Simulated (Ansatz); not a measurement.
# Bands of C

```xyz
2
Lattice="0.0000 1.7834 1.7834 1.7834 0.0000 1.7834 1.7834 1.7834 0.0000" Properties=species:S:1:pos:R:3 pbc="T T T"
C     1.7834    1.7834    1.7834
C     2.6751    2.6751    2.6751
```

Atoms are numbered in the order listed.

The conventional cell has a = 3.567 Å, b = 3.567 Å, c = 3.567 Å, α = 90.00°, β = 90.00°, γ = 90.00°. C (atom 1) has 4 C at 1.54 Å as nearest neighbours.

The cell is COD entry 9008564, as deposited and not checked against the literature; nothing was relaxed.

Method: DFT, PBE, all-electron LAPW, scalar-relativistic (Ansatz 0.2.0).

Settings: a Γ-centred 20×20×20 k mesh, Fermi–Dirac smearing of 0.08 eV, basis error target 0.5 meV/atom, no spin polarisation.

Points in fractions of the reciprocal vectors of this cell: Γ (0, 0, 0), X (0.5, 0, 0.5), U (0.625, 0.25, 0.625), K (0.375, 0.375, 0.75), L (0.5, 0.5, 0.5), W (0.5, 0.25, 0.75). The path joins them by straight lines in the order Γ–X–U–K–Γ–L–W–X; legs that retrace an earlier one aren't tabulated. Energies are in eV from the top of the valence band.

(1) List the levels at L between -5 and 5 eV.

(2) List the levels at K between -5 and 5 eV.

(3) List the levels at W between -5 and 5 eV.

(4) What is the band gap?

## Answers

(1) -2.80 (×2).

(2) none.

(3) none.

(4) 4.14 eV, indirect from Γ to the line Γ–X (0.5, 0, 0.5).
